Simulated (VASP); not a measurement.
# EuS (Fm-3m) in VASP: single point with PBE

Aim: the single point of EuS with PBE.

Program: VASP 6.6.1. These are calculated values, not measurements. Logs are shortened: lines on timing, memory, paths and dates and some standing lists are left out, and cuts for length are marked.

**The experiment to reproduce.**

From “Crystal-field mediated electronic transitions of EuS up to 35 GPa”, 2022, pmc:8786971, for a powder of EuS at 300 K: band gap 1.72 eV (optical).

How close the calculation comes is told below.

## 1. Starting point

It takes space group Fm-3m (No. 225, cubic). The conventional cell has a = 5.957 Å, b = 5.957 Å, c = 5.957 Å, α = 90.00°, β = 90.00°, γ = 90.00°. Eu (site symmetry m-3m) has 6 S at 2.98 Å as nearest neighbours. S (site symmetry m-3m) has 6 Eu at 2.98 Å as nearest neighbours.

## 2. Single point, PBE, collinear spin, typed start

The input, INCAR:

```
SYSTEM = EuS
PREC = Accurate ; ENCUT = 520
EDIFF = 1E-7 ; ISMEAR = -1
SIGMA = 0.03 ; LREAL = .FALSE.
LASPH = .TRUE. ; NELM = 150
ALGO = Fast ; ISIF = 2
LWAVE = .FALSE. ; LCHARG = .FALSE.
ISPIN = 2 ; MAGMOM = 7 0
LORBIT = 11 ; LMAXMIX = 6
GGA = PE ; NBANDS = 22
```

The input, KPOINTS:

```
Automatic mesh
0
G
  12 12 12
  0 0 0
```

The input, POSCAR:

```
EuS
1.0
    0.0000000000      2.9785000000      2.9785000000
    2.9785000000      0.0000000000      2.9785000000
    2.9785000000      2.9785000000      0.0000000000
Eu S
1 1
Direct
    0.0000000000      0.0000000000      0.0000000000
    0.5000000000      0.5000000000      0.5000000000
```

Potentials or basis: VASP PAW PBE potentials, release 64 (Eu, S).

Run with:

```
cat potpaw_PBE.64/Eu/POTCAR potpaw_PBE.64/S/POTCAR > POTCAR
mpirun -np 1 vasp_std > vasp.out
```

OUTCAR:

```text
SYSTEM = EuS
   PREC = Accurate
   ENCUT = 520
   EDIFF = 1E-7
   ISMEAR = -1
   LREAL = .FALSE.
   LASPH = .TRUE.
   NELM = 150
   ISIF = 2
   ISPIN = 2
   LORBIT = 11
   GGA = PE

 ion  position               nearest neighbor table
   1  0.000  0.000  0.000-   2 2.98   2 2.98   2 2.98   2 2.98   2 2.98   2 2.98
   2  0.500  0.500  0.500-   1 2.98   1 2.98   1 2.98   1 2.98   1 2.98   1 2.98

  LATTYP: Found a face centered cubic cell.
 ALAT       =     5.9570000000

  Lattice vectors:

 A1 = (   0.0000000000,   2.9785000000,   2.9785000000)
 A2 = (   2.9785000000,   0.0000000000,   2.9785000000)
 A3 = (   2.9785000000,   2.9785000000,   0.0000000000)

Analysis of symmetry for initial positions (statically):
=====================================================================
 Subroutine PRICEL returns:
 Original cell was already a primitive cell.

 Routine SETGRP: Setting up the symmetry group for a
 face centered cubic supercell.

 Subroutine GETGRP returns: Found 48 space group operations
 (whereof 48 operations were pure point group operations)
 out of a pool of 48 trial point group operations.

The static configuration has the point symmetry O_h .

Analysis of symmetry for dynamics (positions and initial velocities):
=====================================================================
 Subroutine PRICEL returns:
 Original cell was already a primitive cell.

 Routine SETGRP: Setting up the symmetry group for a
 face centered cubic supercell.

 Subroutine GETGRP returns: Found 48 space group operations
 (whereof 48 operations were pure point group operations)
 out of a pool of 48 trial point group operations.

The dynamic configuration has the point symmetry O_h .

Analysis of structural, dynamic, and magnetic symmetry:
=====================================================================
 Subroutine PRICEL returns:
 Original cell was already a primitive cell.

 Routine SETGRP: Setting up the symmetry group for a
 face centered cubic supercell.

 Subroutine GETGRP returns: Found 48 space group operations
 (whereof 48 operations were pure point group operations)
 out of a pool of 48 trial point group operations.

The overall configuration has the point symmetry O_h .

[... 116 lines left out ...]
   IMIX   =      4    mixing-type and parameters
     AMIX     =   0.40;   BMIX     =  1.00
     AMIX_MAG =   1.60;   BMIX_MAG =  1.00
  volume/ion in A,a.u.               =      26.42       178.32
  Fermi-wavevector in a.u.,A,eV,Ry     =   1.240633  2.344456 20.941667  1.539169
  Thomas-Fermi vector in A             =   2.375065
   LORBIT       =     11    0 simple, 1 ext, 2 COOP (PROOUT), +10 PAW based schemes
   GGA     = PE    functional components
   LHFCALC =     F    Hartree Fock is set to
   AEXX    =    0.0000 exact exchange contribution
   IVDW    =     0    specifies the selected vdW correction
   LEPSILON=     F    determine dielectric tensor
   LRPA    =     F    only Hartree local field effects (RPA)
 spin polarized calculation
 RMM-DIIS sequential band-by-band and
  energy-cutoff  :      520.00
  volume of cell :       52.85
 maximum number of plane-waves:      1435
   NGX = 15   NGY = 15   NGZ = 15

 number of electron      23.0000004 magnetization       6.9867901

 Free energy of the ion-electron system (eV)
  ---------------------------------------------------
  ext. energy  EPLUGINS =         0.00000000
  ---------------------------------------------------
  free energy    TOTEN  =       -19.89813299 eV

  energy without entropy =      -19.89502160  energy(sigma->0) =      -19.89657730

 E-fermi :   4.2876     XC(G=0):  -9.6354

 val. band max:        4.2833354664   @ k =   0.5000   0.4167   0.0000
 cond. band min:       4.2923342011   @ k =   0.0833   0.0000   0.0000
 fundamental gap:      0.0089987347
 Fermi energy:         4.2875594110

 spin component 1

 k-point     1 :       0.0000    0.0000    0.0000
  band No.  band energies     occupation
      1     -37.2108      1.00000
      2     -15.9248      1.00000
      3     -15.9248      1.00000
      4     -15.9248      1.00000
      5      -9.1819      1.00000
      6       1.5225      1.00000
[... 589 lines left out ...]
     21      10.4483      0.00000
     22      11.4989      0.00000

 [... further k-points ...]

 spin component 2

 k-point     1 :       0.0000    0.0000    0.0000
  band No.  band energies     occupation
      1     -34.1256      1.00000
      2     -13.6654      1.00000
      3     -13.6654      1.00000
      4     -13.6654      1.00000
      5      -9.1773      1.00000
      6       1.6704      1.00000
[... 589 lines left out ...]
     21      11.5975      0.00000
     22      12.2282      0.00000

 [... further k-points ...]

------------------------ aborting loop because EDIFF is reached ----------------------------------------

  FORCE on cell =-STRESS in cart. coord.  units (eV):
  Direction    XX          YY          ZZ          XY          YZ          ZX
  --------------------------------------------------------------------------------------
  -------------------------------------------------------------------------------------
  Total       -0.9240423     -0.9240423     -0.9240423     -0.0000000     -0.0000000      0.0000000
  in kB      -28.0142892    -28.0142892    -28.0142892     -0.0000000     -0.0000000      0.0000000
  external PRESSURE =     -28.0142892 kB  Pullay stress =       0.0000000 kB

 VOLUME and BASIS-vectors are now :
 -----------------------------------------------------------------------------
  energy-cutoff  :      520.00
  volume of cell :       52.85
      direct lattice vectors                 reciprocal lattice vectors
     0.000000000  2.978500000  2.978500000    -0.167869733  0.167869733  0.167869733
     2.978500000  0.000000000  2.978500000     0.167869733 -0.167869733  0.167869733
     2.978500000  2.978500000  0.000000000     0.167869733  0.167869733 -0.167869733

 POSITION                                       TOTAL-FORCE (eV/Angst)
 -----------------------------------------------------------------------------------
      0.00000      0.00000      0.00000         0.000000      0.000000     -0.000000
      2.97850      2.97850      2.97850         0.000000     -0.000000      0.000000
 -----------------------------------------------------------------------------------
    total drift:                                0.000000     -0.000000     -0.000000

  FREE ENERGIE OF THE ION-ELECTRON SYSTEM (eV)
  ---------------------------------------------------
  free  energy   TOTEN  =       -19.8981329928 eV

  energy  without entropy=      -19.8950216032  energy(sigma->0) =      -19.89657730

 total charge

# of ion       s       p       d       f       tot
--------------------------------------------------
    1        2.027   5.757   0.305   6.657  14.746
    2        1.316   2.430   0.000   0.000   3.746
--------------------------------------------------
tot          3.343   8.188   0.305   6.657  18.492

 magnetization (x)

# of ion       s       p       d       f       tot
--------------------------------------------------
    1       -0.015  -0.114   0.093   6.626   6.591
    2       -0.007  -0.066   0.000   0.000  -0.073
--------------------------------------------------
tot         -0.022  -0.180   0.093   6.626   6.518
```

stdout:

```text
POSCAR found type information on POSCAR EuS
 POSCAR found :  2 types and       2 ions
 scaLAPACK will be used
 LDA part: xc-table for (Slater+PW92), standard interpolation
 POSCAR, INCAR and KPOINTS ok, starting setup
 FFT: planning ... GRIDC
 FFT: planning ... GRID_SOFT
 FFT: planning ... GRID
 WAVECAR not read
[... 103 lines left out ...]
WARNING in EDDRMM: call to ZHEGV failed, returncode =   8  4      3
WARNING in EDDRMM: call to ZHEGV failed, returncode =   8  4      2
WARNING in EDDRMM: call to ZHEGV failed, returncode =   8  4      5
WARNING in EDDRMM: call to ZHEGV failed, returncode =   8  4      3
WARNING in EDDRMM: call to ZHEGV failed, returncode =   8  4      3
WARNING in EDDRMM: call to ZHEGV failed, returncode =   8  4      2
WARNING in EDDRMM: call to ZHEGV failed, returncode =   8  4      4
 num prob  num prob WARNING in EDDRMM: call to ZHEGV failed, returncode =   8  4      3
WARNING in EDDRMM: call to ZHEGV failed, returncode =   8  4      2
WARNING in EDDRMM: ca
```

Run time: 3.3 min. Hardware: 1 thread of Intel Xeon 6975P-C (Granite Rapids), shared host; peak memory 0.32 GiB.

What came out:

```yaml
Free_energy: -19.8981 eV
Pressure: -2.8 GPa
Band_gap_on_the_k_mesh: none (metal or under the smearing width)
Net_moment: 6.99 μB per cell
Site_moments: Eu +6.59; S -0.07 μB
Valence_electrons_inside_the_program's_atomic_spheres: Eu 14.75; S 3.75
```

Caveat: spin-orbit coupling is left out, which moves the levels of the heavy elements; a cell with one magnetic atom can't hold antiferromagnetic order, which such compounds often take; without U or exact exchange the open f shell lies at the Fermi level, which spoils levels, moments and volumes.

## 3. Comparison with measurements

Step 2. Against the measured gap of EuS, 1.72 eV (optical; 300 K; powder; “Crystal-field mediated electronic transitions of EuS up to 35 GPa”, 2022, pmc:8786971), the calculated 0.00 eV is off by -1.72 eV. So large a miss can be the level of theory's own, or it may mean another phase, state or a wrong row. Spin-orbit coupling on Eu is left out. The value is that of PBE on a finite k mesh, which can miss the band edges, without temperature or zero-point motion. Semilocal functionals fall short of measured gaps as a rule. The run's magnetic order (collinear spin, typed start) needn't be the measured crystal's.
